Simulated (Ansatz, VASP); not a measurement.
NaCl: VASP beside Ansatz

```
Cl Na
1.0
     3.57088    0.00000    0.00000
     0.00000    3.57088    0.00000
     0.00000    0.00000    3.57088
Cl Na
1 1
Cartesian
  1.7854 1.7854 1.7854
  0.0000 0.0000 0.0000
```

Change from the starting cell: volume scaled by 1.06.

Alike in both runs: task single point; functional PBEsol; k mesh 8 × 8 × 8; occupations fermi-dirac, width 0.05 eV; no spin polarisation.

|  | VASP | Ansatz |
| --- | --- | --- |
| version | VASP 6.6.1 | Ansatz 0.2.0 |
| potentials or method | VASP PAW PBE potentials, release 64 (Cl, Na_pv) | Ansatz PAW |
| plane-wave cutoff (eV) | 520 | 420 |
| valence electrons in the cell | 14 | 16 |

VASP gave:

| Property | Result |
| --- | --- |
| gap on the k mesh at the Fermi level (eV) | 3.66 |
| least direct gap on the mesh (eV) | 4.12 |
| pressure (GPa) | -2.4 |

Q: What did Ansatz give for the same quantities?

A: gap on the k mesh at the Fermi level (eV): 3.67; least direct gap on the mesh (eV): 4.12; pressure (GPa): -2.4.

The two sets of potentials don't hold the same shells in valence.

Caveats: the PAW data sets were made with another functional, which shifts forces and pressure a little (VASP); the PAW data sets come from PBE, with cores solved anew for the run's functional, which leaves a small shift of forces and pressure (Ansatz). A k mesh can miss the band edges.
